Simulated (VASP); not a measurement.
A run of VASP 6.6.1 is set up as follows.

File INCAR:

```
SYSTEM = InAs
PREC = Accurate
ENCUT = 520
EDIFF = 1E-7
ISMEAR = 0
SIGMA = 0.03
LREAL = .False.
LASPH = .True.
NELM = 80
ALGO = Normal
ISIF = 2
LWAVE = .False.
LCHARG = .False.
METAGGA = R2SCAN
LMIXTAU = .True.
NBANDS = 16
KPAR = 4
```

The input KPOINTS:

```
Automatic mesh
0
Gamma
  10 10 10
  0 0 0
```

POSCAR

```
InAs                                    
1.0
    0.0000000000      3.0454540631      3.0454540631
    3.0454540631      0.0000000000      3.0454540631
    3.0454540631      3.0454540631      0.0000000000
  In              As            
     1     1
Direct
     0.0000000000000000    0.0000000000000000    0.0000000000000000
     0.2500000000000000    0.2500000000000000    0.2500000000000000
```

File KPOINTS_OPT:

```
explicit points
302
Reciprocal
 0.0000000000  0.0000000000  0.0000000000 1
 0.0263157895  0.0000000000  0.0263157895 1
 0.0526315789  0.0000000000  0.0526315789 1
 0.0789473684  0.0000000000  0.0789473684 1
 0.1052631579  0.0000000000  0.1052631579 1
 0.1315789474  0.0000000000  0.1315789474 1
[... 294 lines left out ...]
 0.5118875500  0.0237751000  0.5118875500 1
 0.4881124500 -0.0237751000  0.4881124500 1
```

Potentials or basis: VASP PAW PBE potentials, release 64 (In_d, As).

Launch:

```console
$ cat potpaw_PBE.64/In_d/POTCAR potpaw_PBE.64/As/POTCAR > POTCAR
$ mpirun -np 4 vasp_std > vasp.out
```

(1) Predict the pressure.

(2) What does it give for the band gap along the path?

(3) What does it give for the band gap on the k mesh?

## Answers

(1) 0.5 GPa.

(2) 0.13 eV, direct.

(3) 0.13 eV, direct.

Caveat: the PAW data sets were made with another functional, which shifts forces and pressure a little; spin-orbit coupling is left out, which moves the levels of the heavy elements.

**Measured values to compare with.**

A printed reference work, data compilation reports, for a bulk crystal of InAs at 4.2 K: band gap 0.418 eV (direct).

Measured gap of InAs: 0.418 eV (direct; 4.2 K; a printed reference work, data compilation). This calculation gives 0.13 eV (-0.29 eV). Spin-orbit coupling on As, In is left out. The value is that of r2SCAN, without temperature or zero-point motion.
